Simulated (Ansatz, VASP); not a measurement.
**Cross-check of As (ladder As chain) between VASP and Ansatz**

Wanted: the spread between two codes on one cell, functional and k mesh. The structure shown is the start of the Ansatz relaxation below; VASP solves that cell, so the two are compared at the walk's first step. Other levels of theory on this material are compared in a session of their own.

Main program and level: Ansatz 0.2.0; plane waves, with VASP 6.6.1 beside it; single point at PBEsol.

## Step 1: The structure

The cell holds 2 atoms: 2 As. Its edges and angles: a = 9.000 Å, b = 7.500 Å, c = 2.329 Å, α = 90.0°, β = 90.0°, γ = 90.0°. Vacuum lies along a and b. The structure's axis is c.

As a file:

```cif
data_structure
_symmetry_space_group_name_H-M 'P 1'
_symmetry_Int_Tables_number 1
_cell_length_a 9.0000
_cell_length_b 7.5000
_cell_length_c 2.3288
_cell_angle_alpha 90.000
_cell_angle_beta 90.000
_cell_angle_gamma 90.000
_cell_volume 157.20
loop_
_atom_site_label
_atom_site_type_symbol
_atom_site_fract_x
_atom_site_fract_y
_atom_site_fract_z
_atom_site_occupancy
As1 As 0.38946 0.50000 0.00000 1
As2 As 0.61054 0.50000 0.50000 1
```

## Step 2: Ansatz: relaxation, PBEsol

Ansatz runs on its default PAW (the set named soft_2) files.

The two programs are compared at the cell with which this relaxation starts, whose forces are those of its first step.

input.yaml reads:

```yaml
crystal:
  lattice:
    - [9.0, 0.0, 0.0]
    - [0.0, 7.5, 0.0]
    - [0.0, 0.0, 2.32883]
  atoms:
    - { symbol: As, position: [0.389462222, 0.5, 0.0], spin: 0.3 }
    - { symbol: As, position: [0.610537778, 0.5, 0.5], spin: 0.3 }
magnetization:
  spin_polarized: true
kpoints:
  mp_grid: { grid: [1, 1, 35] }
scf:
  occupations: { method: fermi_dirac, width: 0.05 }
hamiltonian:
  xc: pbesol
relax:
  cell: { fix: [a, b, alpha, beta, gamma] }
  max_steps: 60
```

Run with:

```
> ansatz run input.yaml --threads 4 --pin off --max-ram 8192MiB --backend cpu --events-out ev --progress --plain --runs-dir out
```

Numbers of over 12 decimals in the logs are rounded to 6 here.

The program printed:

```text
Engine: ansatz 0.2.0, aarch64-unknown-linux-gnu
Pseudopotentials: kind: paw
Pseudopotential: As, paw, valence charge 15, recommended cutoff 420 eV (normal), As.paw.azcp
Functional definition: PBEsol
  exchange = pbesol_x
  correlation = pbesol_c
Crystal: 2 atoms, lattice volume = 157.196 Å³
Basis set: ecut = 420 eV, 3033 PW (Γ), exchange–correlation on 128×108×32 points (8 copies of the dense FFT grid, shifted against one another)
Bands: 20, of which v1, the nominal top of the filled ones, is band 15 counted from 1 (14 counted from 0)
Symmetry: 8 space group operations
Space group: Pmma (ITA 51), of the structure as read, at distance tolerance 5.4e-5 Å
Magnetic group: BNS 51.289 (UNI 387), of the structure as read, at distance tolerance 5.4e-5 Å
k-points: 18 of 35
Non-local potential: As, projectors of the file, l = 0: 2, l = 1: 2, l = 2: 3, l = 3: 1
PAW form: soft (Blöchl's): semilocal exchange-correlation on the pseudo side does not see the compensation charge
PAW frozen core: As, regenerated for the run's functional, and the local potential with it (the file was generated under x = pbe(κ = 0.804, μ = 0.219515), c = pbe(β = 0.066725))
PAW one-centre angular grid: As, 590 points (default); XC on 64 Gauss nodes
Initial density: superposition of atomic densities (neutral atoms: chi_scale 0, normalization atom)
Starting moments: Σ|m| = 0.6 μB on 2 of 2 sites
Initial wavefunctions: pseudopotential atomic-orbital guess
Functional: x = pbesol(κ = 0.804, μ = 0.123457), c = pbesol(β = 0.046)
iter 1 solved again at ethr=1.54e-3 eV; its pass at ethr=3.10e-3 eV (dr2=4.63e-1 eV) is discarded
SCF iter   1: F=—  HF=-9623.237507 eV  |F-HF|=—  |Δ(HF+E_count)|=         —  Δρ=1.37e-2 (↑1.37e-2 ↓1.35e-2)  dr2=4.81e-1  dr2_m=2.26e-1  M=0.017 μB ∫|m|=0.020 μB  β_m=0.30  ethr=1.54e-3  ⟨swp⟩=1.0  Hψ=4621  notcnv=0
preconditioner: auto → Resta (q_TF=auto, 2.070 Å⁻¹)  ε∞=1.8  [insulator: Δε(μ)=0.207 eV  Ē_g=9.796 eV  σ=0.050 eV  W_gap=0.77  n_scr=20 (ndim 8)  ℏωp=8.8 eV  f_vac=0.639  D(μ)=0.40/eV (n_scr^D=0)  ε∞_Penn≈1.8  vacuum switching on, ρ_ref=7.0e-3 e/Å³]
spin=Collinear: Resta preconditioning applied to the charge; magnetization (m = ρ↑ − ρ↓) channel mixes plain (no charge-response kernel on spin).
SCF iter   2: F=—  HF=-9623.150640 eV  |F-HF|=—  |Δ(HF+E_count)|=   8.69e-2  Δρ=9.70e-3 (↑9.70e-3 ↓9.23e-3)  dr2=1.58e-1  dr2_m=1.11e-1  M=0.019 μB ∫|m|=0.021 μB  β_m=0.30  ethr=1.54e-3  ⟨swp⟩=2.3  Hψ=1034  notcnv=0  defer=2
SCF iter   3: F=—  HF=-9623.123040 eV  |F-HF|=—  |Δ(HF+E_count)|=   2.76e-2  Δρ=6.53e-3 (↑6.53e-3 ↓6.13e-3)  dr2=1.84e-2  dr2_m=5.41e-2  M=0.038 μB ∫|m|=0.039 μB  β_m=0.30  ethr=5.28e-4  ⟨swp⟩=3.0  Hψ=1286  notcnv=0  defer=2
SCF iter   4: F=—  HF=-9623.128479 eV  |F-HF|=—  |Δ(HF+E_count)|=   5.44e-3  Δρ=4.50e-3 (↑4.28e-3 ↓4.50e-3)  dr2=1.22e-2  dr2_m=2.70e-2  M=0.024 μB ∫|m|=0.024 μB  β_m=0.30  ethr=6.12e-5  ⟨swp⟩=2.8  Hψ=1487  notcnv=0  defer=4
SCF iter   5: F=—  HF=-9623.127722 eV  |F-HF|=—  |Δ(HF+E_count)|=   7.57e-4  Δρ=3.08e-3 (↑3.04e-3 ↓3.08e-3)  dr2=1.38e-3  dr2_m=1.33e-2  M=0.024 μB ∫|m|=0.024 μB  β_m=0.30  ethr=4.08e-5  ⟨swp⟩=2.2  Hψ=1052  notcnv=0  defer=4
SCF iter   6: F=—  HF=-9623.128805 eV  |F-HF|=—  |Δ(HF+E_count)|=   1.08e-3  Δρ=2.16e-3 (↑2.14e-3 ↓2.16e-3)  dr2=3.36e-4  dr2_m=6.64e-3  M=0.018 μB ∫|m|=0.018 μB  β_m=0.30  ethr=4.62e-6  ⟨swp⟩=2.0  Hψ=1057  notcnv=0  defer=4
SCF iter   7: F=—  HF=-9623.129234 eV  |F-HF|=—  |Δ(HF+E_count)|=   4.29e-4  Δρ=1.52e-3 (↑1.51e-3 ↓1.52e-3)  dr2=2.49e-5  dr2_m=3.30e-3  M=0.014 μB ∫|m|=0.015 μB  β_m=0.30  ethr=1.12e-6  ⟨swp⟩=2.0  Hψ=848  notcnv=0  defer=4
Mixer restart at iter 7: flushing history
spin-set hold released at iteration 7 (site moments contracting): the magnetisation degrees of freedom join the quasi-Newton model from the next iteration; the mixer history was flushed
SCF iter   8: F=—  HF=-9623.129499 eV  |F-HF|=—  |Δ(HF+E_count)|=   2.66e-4  Δρ=1.07e-3 (↑1.07e-3 ↓1.07e-3)  dr2=5.09e-6  dr2_m=1.65e-3  M=0.011 μB ∫|m|=0.012 μB  β_m=0.65  ethr=8.31e-8  ⟨swp⟩=2.3  Hψ=1068  notcnv=0  defer=4
SCF iter   9: F=—  HF=-9623.129812 eV  |F-HF|=—  |Δ(HF+E_count)|=   3.12e-4  Δρ=5.54e-5 (↑4.18e-5 ↓5.54e-5)  dr2=7.29e-6  dr2_m=2.94e-6  M=0.002 μB ∫|m|=0.003 μB  β_m=0.63  ethr=1.70e-8  ⟨swp⟩=2.6  Hψ=1280  notcnv=0  defer=4
SCF iter  10: F=—  HF=-9623.129820 eV  |F-HF|=—  |Δ(HF+E_count)|=   7.98e-6  Δρ=3.07e-5 (↑3.07e-5 ↓2.62e-5)  dr2=7.21e-7  dr2_m=1.12e-6  M=0.002 μB ∫|m|=0.002 μB  β_m=0.70  ethr=1.70e-8  ⟨swp⟩=3.0  Hψ=1379  notcnv=0  defer=4
SCF iter  11: F=—  HF=-9623.129821 eV  |F-HF|=—  |Δ(HF+E_count)|=   1.28e-6  Δρ=1.48e-5 (↑1.43e-5 ↓1.48e-5)  dr2=1.66e-8  dr2_m=3.04e-7  M=0.001 μB ∫|m|=0.001 μB  β_m=0.85  ethr=3.33e-10  ⟨swp⟩=2.9  Hψ=2948  notcnv=0
[...]
SCF iter   6: F=-9624.108720 eV  HF=-9624.108720 eV  |F-HF|=1.13e-10  |Δ(HF+E_count)|=  4.51e-10  Δρ=1.75e-7 (↑1.10e-7 ↓1.75e-7)  dr2=6.44e-11  dr2_m=2.03e-11  M=0.000 μB ∫|m|=0.000 μB  ethr=3.64e-12  ⟨swp⟩=1.1  Hψ=2131  notcnv=0
the starting moments were not kept: the SCF closed with an absolute magnetisation of 2.1e-6 μB, where they sum to 0.6 μB in size (2 sites). That is at most 0.1 of that sum. Measured as dr2_m measures the in/out step, that magnetisation stands 5.6e-13 eV from none, at or under the dr2_threshold of 2.0e-7 eV: it is no larger than a step whose dr2_m would equal this threshold.
SCF 6 converged in 6 iterations: F = -9624.108720 eV  dr2 = 6.44e-11
relax step   6: F+E_penalty+E_count = -9624.10872009 eV  Δ(F+E_penalty+E_count) = -2.473e-4 eV  max|allowed force component| = 1.426e-2 eV/Å  Δτ_max = 0.0043 Å  P = +0.017 GPa  Ω = 172.550 Å³  energy of the carried Pulay correction = -6.888e-4 eV  fix = [a, b, alpha, beta, gamma]  reactions: a -0.177, b +0.206 GPa  (6 SCF iters, dr2 threshold 2.00e-7 eV, accepted)
[...]
relax step   7: F+E_penalty+E_count = -9624.10873330 eV  Δ(F+E_penalty+E_count) = -1.321e-5 eV  max|allowed force component| = 8.442e-4 eV/Å  Δτ_max = 0.0008 Å  P = +0.019 GPa  Ω = 172.598 Å³  energy of the carried Pulay correction = -6.909e-4 eV  fix = [a, b, alpha, beta, gamma]  reactions: a -0.149, b +0.206 GPa  (5 SCF iters, dr2 threshold 1.27e-8 eV, accepted)
[...]
relax step   8: F+E_penalty+E_count = -9624.11018931 eV  Δ(F+E_penalty+E_count) = -1.456e-3 eV  max|allowed force component| = 9.126e-4 eV/Å  Δτ_max = 0.0000 Å  P = +0.032 GPa  Ω = 172.598 Å³  fix = [a, b, alpha, beta, gamma]  reactions: a -0.145, b +0.210 GPa  stress off target by 3.11e-2 GPa on what of the cell is left free  SCF on the basis re-selected at this cell (its energy is not comparable with the rows above)  (6 SCF iters)
basis re-selected at this cell: Δ(F+E_penalty+E_count) = -1.456e-3 eV, ΔP = +0.013 GPa vs the last step (what re-selecting the basis moved, of the pressure what is left beyond the Pulay correction that the steps carried, after the strain that the cell walked since its last selection, with what the two solves' SCF thresholds leave and, on support functions, any second-order correction that the steps lacked; it is no measure of the basis error at this ecutwfc). The dense FFT grid was sized anew with the basis: this SCF ran on 64×54×18 points, the steps before it on 64×54×16, so part of this shift can come from that change (see relax.cell in the input reference). [rest of the remark cut]
SCF converged after 6 iterations
Magnetization: -0.0000 μB (15.0000 up, 15.0000 down)
Absolute magnetization: 0.0000 μB (∫|ρ↑−ρ↓|, with the PAW one-centre terms)
Spin contamination: 0.0000 ħ² per cell (⟨S²⟩ above its minimum at these occupations)
Per-site moments (μB) at R_I (Å): [(-1.9091465016609492e-10, 1.054767), (-1.909144982199258e-10, 1.054767)]
Free energy (F): -9624.110189 eV
Harris-Foulkes:  -9624.110189 eV  (|F-HF|=1.82e-11)
Internal energy: -9624.103445 eV  (E = F + TS)
E sigma→0 (E₀):  -9624.106817 eV
Entropy (-TS):   -0.006745 eV (-3.372 meV/atom)
Fermi energy:    -0.889167 eV
--- Per-component energies (eV) ---
  E_band       = -804.206015
  E_kinetic    = 203.920430
  E_local      = -8722.777112  (includes V_loc(G=0)·N_el)
  E_nonlocal   = -1337.155502
  E_hartree    = 4371.431761
  E_xc         = -155.631299
  E_vxc        = -155.910812  (∫ρ·V_xc dr)
  E_paw        = -3584.315769  (= ΣΔE_a)
  E_vpaw       = 464.853420  (= ΣTr[D̂ρ^β])
  E_aug_tail   = 0.000016  (compensation charges beyond the density's cutoff)
  E_ewald      = -401.508827
  E_core_change = 1.932857  (= ΣΔE_core)
  E_smearing   = -0.006745  (= −TS)
  E_closure    = -0.000000  (closes the sum)
  Σ components = -9624.110189   (vs F -9624.110189, Δ=0.00e0)
--- Forces (eV/Å), atoms counted from 1 ---
  atom   1  As     0.00091262    -0.00000000     0.00000000
  atom   2  As    -0.00091262     0.00000000    -0.00000000
  max |Σ_I F_I| component: 1.08e-19 eV/Å
--- Stress (GPa, compression-positive) ---
       -0.145401       0.000000      -0.000000
        0.000000       0.210456      -0.000000
       -0.000000      -0.000000       0.031110
  P = ⅓ Tr σ = 0.0321 GPa (0.321 kbar)
--- Relaxed structure (7 steps of the walk, 7 accepted, 1 SCFs on fresh bases) ---
  F+E_penalty+E_count = -9624.11018931 eV   max|allowed force component| = 9.126e-4 eV/Å   (the final SCF, on the basis selected at the relaxed cell)
  cell:  # Å, volume = 172.5982 Å³
    - [9.0, 0, 0]
    - [0, 7.5, 0]
    - [0, 0, 2.557011]
  atoms:
    - { symbol: As, position: [0.375693, 0.5, 0] }
    - { symbol: As, position: [0.624307, 0.5, 0.5] }
```

## Step 3: VASP: single point, PBEsol, start cell

The same cell, functional, mesh and smearing now go to VASP, with its own data sets.

Lines of VASP's logs that name or quote its potential files are left out, and so is its time.

INCAR reads:

```
SYSTEM = As
PREC = Accurate
ENCUT = 400
EDIFF = 1E-06
NELM = 200
ISMEAR = -1
SIGMA = 0.05
LREAL = .FALSE.
ALGO = Normal
GGA = PS
NBANDS = 12
ISPIN = 2
MAGMOM = -0 -0
LORBIT = 11
LWAVE = .FALSE.
LCHARG = .FALSE.
ISIF = 2
LASPH = .TRUE.
GGA_COMPAT = .FALSE.
KPAR = 2
```

POSCAR reads:

```
As
1.0
    9.0000000000      0.0000000000      0.0000000000
    0.0000000000      7.5000000000      0.0000000000
    0.0000000000      0.0000000000      2.3288300000
As
2
Direct
    0.3894622222      0.5000000000      0.0000000000
    0.6105377778      0.5000000000      0.5000000000
```

KPOINTS reads:

```
Automatic mesh
0
Gamma
1 1 35
0 0 0
```

Potentials, in the order of the species: As (PBE family, release 64).

Run with:

```
> mpirun -np 2 vasp_std
```

The program printed:

```text
[banner, memory and clock lines left out]
running    2 mpi-ranks, on    1 nodes
 distrk:  each k-point on    1 cores,    2 groups
 distr:  one band on    1 cores,    1 groups

 POSCAR found type information on POSCAR As
 POSCAR found :  1 types and       2 ions
|                                                                             |
|               ----> ADVICE to this user running VASP <----                  |
|                                                                             |
|     You enforced a specific xc type in the INCAR file but a different       |
|     [... a line on the potential file left out ...]
|     I HOPE YOU KNOW WHAT YOU ARE DOING!                                     |
|                                                                             |

 LDA part: xc-table for (Slater+PW92), standard interpolation
 POSCAR, INCAR and KPOINTS ok, starting setup
 FFT: planning ... GRIDC
 FFT: planning ... GRID_SOFT
 FFT: planning ... GRID
 WAVECAR not read
 entering main loop
       N       E                     dE             d eps       ncg     rms          rms(c)
DAV:   1     0.507224109958E+02    0.50722E+02   -0.30987E+03   864   0.482E+02
DAV:   2    -0.335605423863E+01   -0.54078E+02   -0.46074E+02  1236   0.945E+01
DAV:   3    -0.736136193976E+01   -0.40053E+01   -0.39714E+01  1116   0.319E+01
DAV:   4    -0.742271419422E+01   -0.61352E-01   -0.61338E-01  1036   0.462E+00
DAV:   5    -0.742393176407E+01   -0.12176E-02   -0.12175E-02  1156   0.569E-01    0.523E+00
DAV:   6    -0.729442670689E+01    0.12951E+00   -0.13764E-01   968   0.159E+00    0.299E+00
DAV:   7    -0.724059374089E+01    0.53833E-01   -0.15381E-01  1000   0.168E+00    0.361E-01
DAV:   8    -0.723956122966E+01    0.10325E-02   -0.32473E-02   908   0.864E-01    0.186E-01
DAV:   9    -0.723790955456E+01    0.16517E-02   -0.43132E-03  1072   0.314E-01    0.839E-02
DAV:  10    -0.723882192143E+01   -0.91237E-03   -0.76786E-04   928   0.138E-01    0.631E-02
DAV:  11    -0.723935918097E+01   -0.53726E-03   -0.35991E-04   908   0.101E-01    0.475E-02
DAV:  12    -0.723958291735E+01   -0.22374E-03   -0.17092E-04   992   0.600E-02    0.184E-02
DAV:  13    -0.723993764400E+01   -0.35473E-03   -0.67024E-05   920   0.515E-02    0.164E-02
DAV:  14    -0.724006393339E+01   -0.12629E-03   -0.11205E-05   932   0.210E-02    0.812E-03
DAV:  15    -0.724009265836E+01   -0.28725E-04   -0.82340E-06   988   0.136E-02    0.371E-03
DAV:  16    -0.724010314487E+01   -0.10487E-04   -0.88025E-07   896   0.531E-03    0.134E-03
DAV:  17    -0.724010755901E+01   -0.44141E-05   -0.12071E-06   912   0.544E-03    0.653E-04
DAV:  18    -0.724010792431E+01   -0.36530E-06   -0.58883E-08   820   0.141E-03
   1 F= -.72401079E+01 E0= -.72351382E+01  d E =-.993950E-02  mag=     0.0000
```

(Part 1 of 2 ends here.)

[Lines on the potential files, build, host, timing and source positions are cut from VASP's logs without a mark.]

[Logs are printed without paths, hosts, clocks, repeated set-up lines and the standing remarks that a program may print on its own settings, such as how far it seeks lower states.]

[Hosts, paths, dates, database ids (printed as entryN), source tags and the programs' standing remarks are cut or masked in the printed files.]
